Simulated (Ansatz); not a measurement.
Runs of Ansatz 0.2.0 on SnO. Symmetry: P4/nmm, No. 129, tetragonal system. The conventional cell has a = 3.814 Å, b = 3.814 Å, c = 4.887 Å, α = 90.00°, β = 90.00°, γ = 90.00°. Around Sn (site symmetry 4mm) lie 4 O at 2.23 Å. Around O (site symmetry -4m2) lie 4 Sn at 2.23 Å. The cell is a database's computed one.

```tsv
task	spin	k mesh	smearing	atoms under strain	points for each segment of the path	gap on the mesh (eV)	pressure (GPa)
phonons	off	6 × 6 × 6	fixed	-	-	0.12	-
elastic constants	off	6 × 6 × 6	fixed	relaxed	-	0.10	-0.7
Born charges and dielectric tensor	off	6 × 6 × 6	fixed	-	-	0.12	-
band structure	SOC, no magnetisation	7 × 7 × 6	fermi-dirac 0.05 eV	-	14	(a)	-0.6
```

Alike in all rows: level PBEsol; potentials or basis Ansatz PAW; cell as given; cutoff (eV) 420.

Task: Estimate the missing entries.

Result: (a) 0.34.

Caveats: the PAW data sets come from PBE, with cores solved anew for the run's functional, which leaves a small shift of forces and pressure; spin-orbit coupling is left out, which moves the levels of the heavy elements (some runs); the gap is small at this level, which inflates the dielectric constant (some runs); the k mesh misses the band edges, so the gap on the mesh is wider than the one along the path (some runs).

A k mesh can miss the band edges, and rows without SOC leave out spin-orbit coupling on Sn.
